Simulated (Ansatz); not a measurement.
NbH$_{2}$: stiffness from a series of strains

```xyz
3
Lattice="0.0000 2.2815 2.2815 2.2815 0.0000 2.2815 2.2815 2.2815 0.0000" Properties=species:S:1:pos:R:3 pbc="T T T"
Nb    0.0000    0.0000    0.0000
H     1.1407    1.1407    1.1407
H     3.4223    3.4223    3.4223
```

Atoms are numbered in the order listed.

The cell comes from COD entry 9009022, which wasn't checked; take it as a given geometry.

Spin polarisation is left out, and whether a magnetic state lies lower isn't shown here.

Level of theory: DFT, LDA, all-electron LAPW, scalar-relativistic (Ansatz 0.2.0).

Sampling and basis: a Γ-centred 15×15×15 k mesh, Fermi–Dirac smearing of 0.03 eV, basis error target 1 meV/atom, no spin polarisation.

The strain is applied along the Cartesian axes of the cell as listed (γ is the engineering shear, twice εxy = εyz = εzx). Fractional coordinates are held (clamped ions).

σ is the change of stress from the unstrained cell, which is at -8.19 GPa; tension is positive, so slopes are stress–strain coefficients at that pressure. In a metal the k mesh adds noise.

Only quantities that a quadratic follows smoothly over the whole series are listed; rougher ones are left out.

| γ | σxy (GPa) |
| --- | --- |
| -0.0200 | -2.79 |
| 0.0000 | 0.00 |
| 0.0100 | 1.26 |
| 0.0200 | 2.57 |

(1) Fit the series and read off the stiffness at zero strain.

(2) One run, at γ = -0.0100, is withheld. Predict its row.

Results:

(1) Least-squares fits y = p0 + p1 x + p2 x² to the rows give σxy (GPa): p1 = 134, p2 = -230. So C44 (clamped ions) = 134 GPa.

(2) The fits give -1.38; the run gave -1.32.
